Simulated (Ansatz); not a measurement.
**⁴⁷Ti nuclear quadrupole resonance in TiO2**

Cell: a COD entry, ions relaxed with PBE at fixed cell.

Space group Pbcn (No. 60); a = 4.5318, b = 5.5019, c = 4.9063 Å.

| site | Wyckoff | site symmetry | x | y | z |
| --- | --- | --- | --- | --- | --- |
| Ti | 4c | .2. | 0.0000 | 0.1758 | 0.2500 |
| O | 8d | 1 | 0.2702 | 0.3824 | 0.4195 |

One atom of each set is listed.

All values are calculated (Ansatz; DFT, r2SCAN, plane waves and PAW (field gradients read without the response of the frozen cores, which leaves them typically 4 to 6 % off), scalar-relativistic, 500 eV cutoff, Γ-centred 5×4×4 k-points, Fermi–Dirac smearing 0.02 eV), not measured.

⁴⁷Ti: I = 5/2, Q = 302.0 mb (year-2017 value). Static lattice, zero field.

Question: The simulated lines lie at 3.86, 5.92 MHz. What are |C_Q|, η and |V_zz| at Ti?

Answer: For I = 5/2 and η = 0 the lines are 3|C_Q|/20 and twice that; η pulls their ratio below 2. Here |C_Q| = 20.6 MHz, η = 0.51 and |V_zz| = 2.82 × 10²¹ V/m². The calculation gives V_zz positive; the lines don't show the sign. The site has 6 O at 1.87–2.09 Å.
